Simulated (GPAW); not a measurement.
Crystal: ZrO2.

```
Zr O
1.0
     0.00000    2.54507    2.54507
     2.54507    0.00000    2.54507
     2.54507    2.54507    0.00000
Zr O
1 2
Cartesian
  0.0000 0.0000 0.0000
  3.8176 3.8176 3.8176
  1.2725 1.2725 1.2725
```

Measurements of this composition are mostly on another form, of space group No. 14.

Base run:

| Property | Result |
| --- | --- |
| Program | GPAW 26.7.0 |
| Functional | revPBE |
| Potentials or basis | the program's PAW data sets (release 1.2.1) made for this functional |
| Cutoff | 800 eV |
| Basis | pw |
| k mesh | 9 × 9 × 9 |
| Occupations | fermi-dirac, width 0.05 eV |
| Spin | no spin polarisation |

Its results: band gap on the k mesh 3.43 eV, indirect (least direct gap 3.91 eV); pressure 5.5 GPa.

The run is repeated on the same cell with these changes: functional from revPBE to LDA. What comes out?

Band gap on the k mesh 3.30 eV, indirect (least direct gap 3.79 eV); pressure -12.1 GPa.

LDA binds more tightly than revPBE, so the same cell stands under less pressure.

A k mesh can miss the band edges.
